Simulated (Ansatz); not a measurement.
Ytterbium (dhcp) across density functionals

All rows: Ansatz, plane waves with scalar-relativistic PAW, 420 eV (500 eV for the SCAN forms), relaxed under each functional, no dispersion correction, no zero-point motion. B₀ comes from uniform scaling at fixed shape; a dash is a value not given.

| functional | V (Å³/atom) | cell | B₀ (GPa) | magnetic state | ΔE to fcc (meV/atom) |
| --- | --- | --- | --- | --- | --- |
| PBE | 35.71 | a = 3.695 Å, c = 12.079 Å (c/a = 3.269) | 18 | spin not included | 12 |
| r²SCAN | 35.36 | a = 3.678 Å, c = 12.074 Å (c/a = 3.283) | 19 | spin not included | 14 |
| PBEsol | 32.53 | a = 3.584 Å, c = 11.699 Å (c/a = 3.264) | 21 | spin not included | 9 |
| LDA | 29.66 | a = 3.476 Å, c = 11.340 Å (c/a = 3.263) | 24 | spin not included | 7 |
| revPBE | 38.10 | a = 3.774 Å, c = 12.359 Å (c/a = 3.275) | 16 | spin not included | 12 |
| RPBE | 38.84 | a = 3.797 Å, c = 12.446 Å (c/a = 3.278) | 16 | spin not included | 11 |
| BLYP | 37.42 | a = 3.755 Å, c = 12.258 Å (c/a = 3.264) | 16 | spin not included | 12 |

LDA gives the smallest volume and RPBE the largest.

Semilocal functionals delocalise ytterbium's f shell and shrink the cell.
